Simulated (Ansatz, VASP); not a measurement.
# One calculation of Be, two programs

```xyz
4
Lattice="3.7217 0.0000 0.0000 0.0000 3.7217 0.0000 0.0000 0.0000 2.2660" Properties=species:S:1:pos:R:3 pbc="T T T"
Be    2.9677    0.7540    1.1330
Be    0.7540    2.9677    1.1330
Be    2.6148    2.6148    0.0000
Be    1.1069    1.1069    0.0000
```

This isn't the form of Be at room conditions, which is hcp.

Alike in both runs: task single point; functional PBE; k mesh 7 × 7 × 12; occupations fermi-dirac, width 0.05 eV; no spin polarisation.

|  | VASP | Ansatz |
| --- | --- | --- |
| version | VASP 6.6.1 | Ansatz 0.2.0 |
| potentials or method | VASP PAW PBE potentials, release 64 (Be) | Ansatz PAW |
| plane-wave cutoff (eV) | 520 | 420 |
| valence electrons in the cell | 8 | 8 |

Ansatz gave:

| Item | Value |
| --- | --- |
| gap on the k mesh at the Fermi level (eV) | none |
| pressure (GPa) | 2.5 |
| largest component of the traceless stress (GPa) | 1.10 |
| rms of the force components (eV/Å) | 0.003 |

Task: Which values does VASP return?

Result: gap on the k mesh at the Fermi level (eV): none; pressure (GPa): 2.7; largest component of the traceless stress (GPa): 1.10; rms of the force components (eV/Å): 0.004.

Atom by atom the forces differ by 0.001 eV/Å (rms over components). A gap of «none» marks a metal or a gap that the smearing closes. With one functional, cell and mesh, what is left measures potentials, basis and numerics.
